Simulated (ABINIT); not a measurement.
Here is an ABINIT 10.8.3 (patched build) calculation.

File run.abi:

```
pp_dirpath "./"
pseudos "Si.upf"

acell 7.2401406968 7.240140697 11.9669212312
rprim
     1.0000000000     0.0000000000     0.0000000000
    -0.5000000000     0.8660254038     0.0000000000
     0.0000000000     0.0000000000     1.0000000000
ntypat 1
znucl 14
natom 4
typat 1 1 1 1
xred
     0.6666666667     0.3333333333     0.9369905000
     0.3333333333     0.6666666667     0.4369905000
     0.6666666667     0.3333333333     0.5630095000
     0.3333333333     0.6666666667     0.0630095000

ecut 14.0

kptopt 1
ngkpt 6 6 3
nshiftk 1
shiftk 0.0 0.0 0.0

ixc 11

nband 12
occopt 3
tsmear 0.00183747

nstep 100
tolvrs 1.0e-10

iomode 3
prtwf 0
prteig 0
prtebands 0
enunit 2
prtvol 2
prtden 1
prtvha 1
prtvclmb 1
prtpot 1
prtelf 1
```

Potentials or basis: PseudoDojo NC SR PBE v0.4.1 standard.

Launch:

```bash
$ abinit run.abi > log 2>&1
```

Question: Estimate the band gap on the k mesh.

Answer: 0.42 eV, indirect (least direct gap 1.02 eV).

Question: Estimate the pressure.

Answer: 1.4 GPa.

Forces in eV/Å, atoms in the order of the input:
```
Si   0.000  0.000  0.010
Si   0.000  0.000  0.010
Si   0.000  0.000 -0.010
Si   0.000  0.000 -0.010
```

Caveat: an odd mesh through Γ misses points on the zone boundary, where band edges often lie. As with any semilocal functional, this PBE gap is likely too small.
